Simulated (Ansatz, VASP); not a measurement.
**Pd in VASP and in Ansatz**

File INCAR:

```
SYSTEM = Pd
  PREC = Accurate
  ENCUT = 520
  EDIFF = 1E-6
  ISMEAR = -1
  SIGMA = 0.1
  LREAL = .FALSE.
  LASPH = .TRUE.
  NELM = 80
  ALGO = Normal
  ISIF = 2
  LWAVE = .FALSE.
  LCHARG = .TRUE.
  GGA = CA
  LELF = .TRUE.
  LVHAR = .TRUE.
  NBANDS = 17
```

Contents of KPOINTS:

```
regular mesh
0
G
  11 11 11
  0 0 0
```

File POSCAR:

```
Pd
1.0
    0.0000000000      2.8461010724      2.8461010724
    2.8461010724      0.0000000000      2.8461010724
    2.8461010724      2.8461010724      0.0000000000
Pd
2
Direct
    0.1250000000      0.1250000000      0.1250000000
    0.8750000000      0.8750000000      0.8750000000
```

Input for Ansatz:

```yaml
crystal:
  lattice:
    - [0.0, 2.8461010724, 2.8461010724]
    - [2.8461010724, 0.0, 2.8461010724]
    - [2.8461010724, 2.8461010724, 0.0]
  atoms:
    - { symbol: Pd, position: [0.125, 0.125, 0.125] }
    - { symbol: Pd, position: [0.875, 0.875, 0.875] }
hamiltonian:
  xc: lda
  pseudopotentials:
    kind: paw
    azcp:
      Pd: "pseudopotentials/Pd.paw.azcp"
basis:
  ecutwfc: 420
  fft_grid_basis: typed
kpoints:
  mp_grid: { grid: [11, 11, 11], shift: [0, 0, 0] }
magnetization:
  spin_polarized: false
scf:
  occupations: { method: fermi_dirac, width: 0.1 }
  lower_state_search: "off"
output:
  stress: true
  write_density: true
  write_potential: true
  elf: true
  volumetric_format: npy
```

Alike in both runs: task single point; functional LDA; k mesh 11 × 11 × 11; occupations fermi-dirac, width 0.1 eV; no spin polarisation.

|  | VASP | Ansatz |
| --- | --- | --- |
| version | VASP 6.6.1 | Ansatz 0.2.0 |
| potentials or method | VASP PAW LDA potentials, release 64 (Pd) | plane waves (420 eV) with PAW, scalar-relativistic |
| plane-wave cutoff (eV) | 520 | 420 |
| valence electrons in the cell | 20 | 36 |

VASP gave:

| Property | Result |
| --- | --- |
| pressure (GPa) | -3.6 |

Question: Which values does Ansatz return?

Answer: Pressure (GPa): -3.4.

The two sets of potentials don't hold the same shells in valence. Ansatz warned: «pseudo_functional_mismatch».
